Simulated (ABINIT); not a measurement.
Crystal: HfC.

```xyz
2
Lattice="0.0000 2.3250 2.3250 2.3250 0.0000 2.3250 2.3250 2.3250 0.0000" Properties=species:S:1:pos:R:3 pbc="T T T"
Hf    2.3250    2.3250    2.3250
C     0.0000    0.0000    0.0000
```

| Item | Value |
| --- | --- |
| Program | ABINIT 10.8.3 (patched build) |
| Task | relaxation of cell and atoms |
| Functional | LDA |
| Potentials or basis | PseudoDojo NC SR LDA v0.4.1 standard |
| Cutoff | 1116 eV |
| k mesh | 8 × 8 × 8 |
| Occupations | fermi-dirac, width 0.05 eV |
| Spin | no spin polarisation |

At the start: pressure -13.6 GPa; volume 12.57 Å³/atom.

Question: Where does the relaxation end?

Answer: Over 4 steps the energy falls by 31.1 meV/atom and the volume is 11.87 Å³/atom (-5.5 %); space group Fm-3m (No. 225, to 0.05 Å).

The path:
| step | energy change (eV) | largest force (eV/Å) | pressure (GPa) | volume (Å³) |
| --- | --- | --- | --- | --- |
| 1 | 0.0000 | 0.0000 | -13.62 | 25.14 |
| 2 | -0.0577 | 0.0000 | -3.93 | 24.10 |
| 3 | -0.0621 | 0.0000 | 0.28 | 23.72 |
| 4 | -0.0622 | 0.0000 | -0.01 | 23.74 |

Final structure:
```
CELL_PARAMETERS angstrom
0.00000 2.28119 2.28119
2.28119 0.00000 2.28119
2.28119 2.28119 0.00000
ATOMIC_POSITIONS crystal
Hf 0.50000 0.50000 0.50000
C 0.00000 0.00000 0.00000
```
